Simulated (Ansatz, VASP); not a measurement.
One calculation of As, two programs

```xyz
1
Lattice="2.7037 0.0000 0.0000 0.0000 2.7037 0.0000 0.0000 0.0000 2.7037" Properties=species:S:1:pos:R:3 pbc="T T T"
As    1.3518    1.3518    1.3518
```

This isn't the form of As at room conditions, which is rhombohedral.

Alike in both runs: task relaxation of cell and atoms; functional PBEsol; dispersion D4; k mesh 10 × 10 × 10; occupations fermi-dirac, width 0.05 eV; no spin polarisation.

|  | VASP | Ansatz |
| --- | --- | --- |
| version | VASP 6.6.1 | Ansatz 0.2.0 |
| potentials or method | VASP PAW PBE potentials, release 64 (As) | Ansatz PAW |
| plane-wave cutoff (eV) | 600 | 420 |
| valence electrons in the cell | 5 | 15 |

```tsv
	VASP	Ansatz	Ansatz less VASP
gap on the k mesh at the Fermi level, each at its own relaxed structure (eV)	none	none	-
relaxed volume (Å³/atom)	19.03	18.95	-0.077
relaxed cell length with the largest relative difference (Å)	2.670	2.666	-0.0036
energy change over the relaxation (meV/atom)	-8	-10	-1.7
```

A gap of «none» marks a metal or a gap that the smearing closes. The two sets of potentials don't hold the same shells in valence.

Caveats: pairwise dispersion overbinds metals, which lowers pressure and volume; the PAW data sets were made with another functional, which shifts forces and pressure a little (VASP); the plane-wave basis is chosen anew once the cell has moved, so the energies of steps on either side of that aren't comparable (Ansatz); the PAW data sets come from PBE, with cores solved anew for the run's functional, which leaves a small shift of forces and pressure (Ansatz).
